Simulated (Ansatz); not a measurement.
# MgAl12: the cost of one run

Program: Ansatz 0.2.0. Level of theory: DFT PBE, scalar-relativistic, plane waves, PAW. These are calculated values, not measurements.

6 further runs of the same task are left out: 6 set aside as unsound or not needed.

## Step 1: Starting point

Symmetry: Fm-3m, No. 225, cubic system. The conventional cell has a = 4.041 Å, b = 4.041 Å, c = 4.041 Å, α = 90.00°, β = 90.00°, γ = 90.00°. Al (site symmetry m-3m) has 12 Al at 2.86 Å as nearest neighbours.

As a file:

```cif
data_structure
_symmetry_space_group_name_H-M 'P 1'
_symmetry_Int_Tables_number 1
_cell_length_a 2.8572
_cell_length_b 2.8572
_cell_length_c 2.8572
_cell_angle_alpha 60.000
_cell_angle_beta 60.000
_cell_angle_gamma 60.000
_cell_volume 16.49
loop_
_atom_site_label
_atom_site_type_symbol
_atom_site_fract_x
_atom_site_fract_y
_atom_site_fract_z
_atom_site_occupancy
Al1 Al 0.00000 0.00000 0.00000 1
```

This cell was relaxed beforehand with the same method: volume 16.49 Å³/atom, gap on the mesh none (metal).

## Step 2: Plan of the scan

Atoms count from 1 in the order of the input.

Mg is moved over the surface cell; relaxed at each place: the height of the adsorbate's atoms and the top layer of the substrate; the origin of the map has the adsorbate above Al9.

- position of Mg13 along the first surface vector, from above Al9: 6 values from 0.000 to 0.833, periodic
- position of Mg13 along the second surface vector, from above Al9: 6 values from 0.000 to 0.833, periodic

Relaxed at each point: the height of the adsorbate's atoms and the top layer of the substrate. Points are written as (first, second).

The two vectors of the plane (Å): (2.857, 0.000, 0.000); (0.000, 2.857, 0.000).

## Step 3: The run at (0/6, 0/6) of the map's two axes

input.yaml

```yaml
crystal:
  lattice:
    - [5.7143028096, 0.0, 0.0]
    - [0.0, 5.7143028096, 0.0]
    - [0.0, 0.0, 19.6750228448]
  atoms:
    - { symbol: Al, position: [0.25, 0.25, 0.2033034488] }
    - { symbol: Al, position: [0.25, 0.75, 0.2033034488] }
    - { symbol: Al, position: [0.75, 0.25, 0.2033034488] }
    - { symbol: Al, position: [0.75, 0.75, 0.2033034488] }
    - { symbol: Al, position: [0.0, 0.0, 0.3092772439] }
    - { symbol: Al, position: [0.0, 0.5, 0.3092772439] }
    - { symbol: Al, position: [0.5, 0.0, 0.3092772439] }
    - { symbol: Al, position: [0.5, 0.5, 0.3092772439] }
    - { symbol: Al, position: [0.25, 0.25, 0.4155025846] }
    - { symbol: Al, position: [0.25, 0.75, 0.4155025846] }
    - { symbol: Al, position: [0.75, 0.25, 0.4155025846] }
    - { symbol: Al, position: [0.75, 0.75, 0.4155025846] }
    - { symbol: Mg, position: [0.25, 0.25, 0.5486663436] }
basis:
  ecutwfc: 420
kpoints:
  mp_grid: { grid: [5, 5, 1] }
hamiltonian:
  xc: pbe
scf:
  occupations: { method: gaussian, width: 0.1 }
output:
  forces: true
  eigenvalues: true
  write_density: true
  write_potential: true
  elf: true
  volumetric_format: npy
relax:
  adjacent_minimum: "off"
  f_tol: 0.025
  max_steps: 30
  constraints: [{ sites: [0, 1, 2, 3, 4, 5, 6, 7] }, { sites: [12], fix: xy }]
efield:
  axis: 3
  dipole_correction: true
  ramp_width: 0.04
```

Started as:

```sh
> ansatz run input.yaml --threads 1 --pin off --max-ram 3072MiB --backend cpu --events-out ev --progress --plain --runs-dir out
```

Q: Estimate wall time and peak memory on 1 thread of Intel Xeon 6975P-C (Granite Rapids), shared host.

About 29 s, with a peak of 0.7 GiB.
